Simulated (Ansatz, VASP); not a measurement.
## Cu3Au (Auricupride): VASP beside Ansatz

INCAR

```
SYSTEM = Cu3Au
PREC = Accurate
ENCUT = 520
EDIFF = 1E-6
ISMEAR = 0
SIGMA = 0.026000000000000002
LREAL = .False.
LASPH = .True.
NELM = 60
ALGO = Fast
ISIF = 2
LWAVE = .False.
LCHARG = .True.
GGA = PE
LELF = .True.
LVHAR = .True.
NBANDS = 30
```

Contents of KPOINTS:

```
regular mesh
0
Gamma
  7 7 7
  0 0 0
```

Contents of POSCAR:

```
Cu3Au
1.0
    3.7400000000      0.0000000000      0.0000000000
    0.0000000000      3.7400000000      0.0000000000
    0.0000000000      0.0000000000      3.7400000000
Au Cu
1 3
Direct
    0.0000000000      0.0000000000      0.0000000000
    0.5000000000      0.5000000000      0.0000000000
    0.5000000000      0.0000000000      0.5000000000
    0.0000000000      0.5000000000      0.5000000000
```

input.yaml

```yaml
crystal:
  lattice:
    - [3.74, 0.0, 0.0]
    - [0.0, 3.74, 0.0]
    - [0.0, 0.0, 3.74]
  atoms:
    - { symbol: Au, position: [0.0, 0.0, 0.0] }
    - { symbol: Cu, position: [0.5, 0.5, 0.0] }
    - { symbol: Cu, position: [0.5, 0.0, 0.5] }
    - { symbol: Cu, position: [0.0, 0.5, 0.5] }
hamiltonian:
  xc: pbe
  pseudopotentials: { kind: paw }
kpoints:
  mp_grid: { grid: [7, 7, 7] }
scf:
  occupations: { method: gaussian, width: 0.026 }
output:
  forces: true
  stress: true
  eigenvalues: true
```

Alike in both runs: task single point; functional PBE; k mesh 7 × 7 × 7; occupations gaussian, width 0.026 eV; no spin polarisation.

```csv
,VASP,Ansatz
version,VASP 6.6.1,Ansatz 0.2.0
potentials or method,"VASP PAW PBE potentials, release 64 (Au, Cu)",Ansatz PAW
plane-wave cutoff (eV),520,420
valence electrons in the cell,44,76
```

VASP gave:

| Property | Result |
| --- | --- |
| gap on the k mesh at the Fermi level (eV) | none |
| pressure (GPa) | 5.5 |

What did Ansatz give for the same quantities?

gap on the k mesh at the Fermi level (eV): none; pressure (GPa): 5.0.

A gap of «none» marks a metal or a gap that the smearing closes. With one functional, cell and mesh, what is left measures potentials, basis and numerics. The two sets of potentials don't hold the same shells in valence.

The runs have no spin-orbit coupling, so splittings on Au are missing.
